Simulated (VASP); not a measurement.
Input of a VASP 6.6.1 run:

Contents of INCAR:

```
PREC = Accurate
ENCUT = 520
EDIFF = 1E-7
ISMEAR = 0
SIGMA = 0.1
LREAL = False
LASPH = True
NELM = 100
ALGO = Normal
ISIF = 2
LWAVE = False
LCHARG = False
GGA = PS
NBANDS = 16
```

File KPOINTS:

```
Automatic mesh
0
Gamma
  9 9 4
```

The input POSCAR:

```
BN
1.0
    2.5039917043      0.0000000000      0.0000000000
   -1.2519958522      2.1685204268      0.0000000000
    0.0000000000      0.0000000000      6.6612000000
B N
2 2
Direct
    0.3333333333      0.6666666667      0.2500000000
    0.6666666667      0.3333333333      0.7500000000
    0.3333333333      0.6666666667      0.7500000000
    0.6666666667      0.3333333333      0.2500000000
```

Potentials or basis: VASP PAW PBE potentials, release 64 (B, N).

Run with:

```sh
$ cat potpaw_PBE.64/B/POTCAR potpaw_PBE.64/N/POTCAR > POTCAR
$ mpirun -np 1 vasp_std > vasp.out
```

**Question.** Estimate the band gap on the k mesh.

**Answer.** 4.30 eV, indirect (least direct gap 4.58 eV).

**Question.** What does it give for the pressure?

**Answer.** 0.7 GPa.

Caveat: the PAW data sets were made with another functional, which shifts forces and pressure a little; an odd mesh through Γ misses points on the zone boundary, where band edges often lie; this functional lacks dispersion, which binds the layers, so the pressure and a relaxed spacing across them are unreliable. A hybrid or GW would open this gap; PBEsol tends to underestimate it.
